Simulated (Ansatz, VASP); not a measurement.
# Two plane-wave programs on ZnS

The input POSCAR:

```
ZnS
1.0
    0.0000000000      2.6940858343      2.6940858343
    2.7495840025      0.0000000000      2.6940858343
    2.7495840025      2.6940858343      0.0000000000
Zn S
1 1
Direct
    0.0000000000      0.0000000000      0.0000000000
    0.2500000000      0.2500000000      0.2500000000
```

File INCAR.step1:

```
ALGO = Normal ; EDIFF = 1E-4
ENCUT = 520 ; GGA = PE
ISMEAR = 0 ; LASPH = True
LCHARG = False ; LREAL = False
LWAVE = True ; NBANDS = 16
NELM = 80 ; PREC = Accurate
SIGMA = 0.01
```

Contents of INCAR.step2:

```
ALGO = Normal ; EDIFF = 1E-6
ENCUT = 520 ; ISIF = 2
ISMEAR = 0 ; ISTART = 1
LASPH = True ; LCHARG = True
LELF = True ; LMIXTAU = True
LREAL = False ; LVHAR = True
LWAVE = False ; METAGGA = R2SCAN
NBANDS = 16 ; NELM = 80
PREC = Accurate ; SIGMA = 0.01
```

File KPOINTS:

```
k-points
0
Gamma
  8 8 8
```

Input for Ansatz:

```yaml
crystal:
  lattice:
    - [0.0, 2.6940858343, 2.6940858343]
    - [2.7495840025, 0.0, 2.6940858343]
    - [2.7495840025, 2.6940858343, 0.0]
  atoms:
    - { symbol: Zn, position: [0.0, 0.0, 0.0] }
    - { symbol: S, position: [0.25, 0.25, 0.25] }
kpoints:
  mp_grid: { grid: [8, 8, 8] }
  band_path:
    path:
      - [0.0, 0.0, 0.0]
      - [-0.5, -0.5, 0.0]
      - [-0.375, -0.375, 0.25]
      - [-0.375, 0.0, 0.375]
      - [0.0, 0.0, 0.5]
      - [-0.5, -0.25, 0.25]
    npoints: 1
hamiltonian:
  xc: r2scan
scf:
  occupations: { method: fixed }
  n_extra_bands: 4
output:
  forces: true
  stress: true
  eigenvalues: true
```

Change from the starting cell: uniaxial_x strain +2.1%.

Alike in both runs: task single point; functional r2SCAN; k mesh 8 × 8 × 8; no spin polarisation.

|  | VASP | Ansatz |
| --- | --- | --- |
| version | VASP 6.6.1 | Ansatz 0.2.0 |
| potentials or method | VASP PAW PBE potentials, release 64 (Zn, S) | plane waves, PAW |
| plane-wave cutoff (eV) | 520 | 500 |
| occupations | gaussian, width 0.01 eV | fixed |
| valence electrons in the cell | 18 | 18 |

```tsv
	VASP	Ansatz	Ansatz less VASP
gap on the k mesh at the Fermi level (eV)	2.59	2.59	-0.009
pressure (GPa)	-1.5	-1.5	-0.04
largest component of the traceless stress (GPa)	0.63	0.62	-0.007
```

Caveats: the PAW data sets were made with another functional, which shifts forces and pressure a little (VASP).
